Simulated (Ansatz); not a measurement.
# InN, thickness series

The parent structure is InN in the zinc blende structure (space group F-43m, No. 216).

```xyz
2
Lattice="0.0000 2.4933 2.4933 2.4933 0.0000 2.4933 2.4933 2.4933 0.0000" Properties=species:S:1:pos:R:3 pbc="T T T"
N      3.7399     3.7399     3.7399
In     0.0000     0.0000     0.0000
```

Cartesian axes are those of the cell as printed.

Free-standing slabs (2 atom(s) a layer) normal to [110] with 15 Å of vacuum; in-plane cell held at bulk.

Computed with PBEsol (Ansatz, a first-principles code; PAW; 420 eV plane waves; no spin-orbit coupling).

Notes on the quantities. layer's space group: with vacuum; excess energy per area of both faces: slab less bulk energy over the cell's area: twice a surface energy; uncertain by up to 0.1 J/m².

```json
[
 {"case": "base", "layer's space group": "–", "excess energy per area of both faces": "–", "gap character": "–", "band gap": "zero"},
 {"case": "1 layer", "layer's space group": "Pmm2 (No. 25)", "excess energy per area of both faces": "–", "gap character": "indirect, U → Γ", "band gap": "1.15 eV"},
 {"case": "2 layers", "layer's space group": "Pmn2_1 (No. 31)", "excess energy per area of both faces": "?", "gap character": "?", "band gap": "?"},
 {"case": "3 layers", "layer's space group": "Pmm2 (No. 25)", "excess energy per area of both faces": "2.99 J/m²", "gap character": "indirect, U → Γ", "band gap": "0.63 eV"},
 {"case": "4 layers", "layer's space group": "Pmn2_1 (No. 31)", "excess energy per area of both faces": "2.9 J/m²", "gap character": "indirect, k = (0, 0.286, 0) in the run's primitive reciprocal basis → Γ", "band gap": "0.65 eV"},
 {"case": "5 layers", "layer's space group": "Pmm2 (No. 25)", "excess energy per area of both faces": "2.9 J/m²", "gap character": "indirect, Γ–Z (40 % along) → Γ", "band gap": "0.46 eV"},
 {"case": "6 layers", "layer's space group": "Pmn2_1 (No. 31)", "excess energy per area of both faces": "2.9 J/m²", "gap character": "indirect, k = (0, 0.143, 0) in the run's primitive reciprocal basis → Γ", "band gap": "0.43 eV"},
 {"case": "7 layers", "layer's space group": "Pmm2 (No. 25)", "excess energy per area of both faces": "2.9 J/m²", "gap character": "indirect, Γ–Z (20 % along) → Γ", "band gap": "0.34 eV"}
]
```

Q: Complete the table.

A: 
- 2 layers, excess energy per area of both faces: 2.44 J/m²
- 2 layers, gap character: direct at Γ
- 2 layers, band gap: 1.17 eV

Slab and bulk use different k-meshes, which limits the precision of the excess energy. Stability against distortions was not tested. All final runs are without spin polarisation. This is not the structure that InN has at room temperature and ambient pressure. The zero or small gap of InN can change with the level of theory. Labels are those of the standard path for the cell's own space group.
